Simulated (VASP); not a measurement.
Runs of VASP 6.6.1 on ZnO (zincite). It takes space group P6_3mc (No. 186, hexagonal). The conventional cell has a = 3.249 Å, b = 3.249 Å, c = 5.206 Å, α = 90.00°, β = 90.00°, γ = 120.00°. Zn (site symmetry 3m) is surrounded by 4 O at 1.97 to 1.98 Å. O (site symmetry 3m) has 4 Zn at 1.97 to 1.98 Å as nearest neighbours. 

```csv
task,level,potentials or basis,cell,cutoff (eV),gap on the mesh (eV),pressure (GPa),relaxed volume (Å³/atom),largest force (eV/Å)
relaxation of cell and atoms,LDA,"VASP PAW LDA potentials, release 64 (Zn, O)",relaxed,600,(b),0.1,11.40,-
relaxation of cell and atoms,RPBE,"VASP PAW PBE potentials, release 64 (Zn, O)",relaxed,600,0.77,-0.1,12.85,0.01
band structure,LDA,"VASP PAW LDA potentials, release 64 (Zn, O)",as given,520,0.74,-,-,-
band structure,RPBE,"VASP PAW PBE potentials, release 64 (Zn, O)",as given,520,0.88,-,-,-
relaxation of cell and atoms,PBEsol,"VASP PAW PBE potentials, release 64 (Zn, O)",relaxed,600,0.69,0.1,(c),0.01
band structure,PBEsol,"VASP PAW PBE potentials, release 64 (Zn, O)",as given,520,(a),-0.6,-,0.07
```

Alike in all rows: no spin polarisation; k mesh 9 × 9 × 5; smearing fermi-dirac 0.05 eV.

Task: Fill in the values left out.

Result: (a) 0.68; (b) 0.80; (c) 11.84.

Caveats: the PAW data sets were made with another functional, which shifts forces and pressure a little (some runs).

Runs at the PBE level aren't shown here.
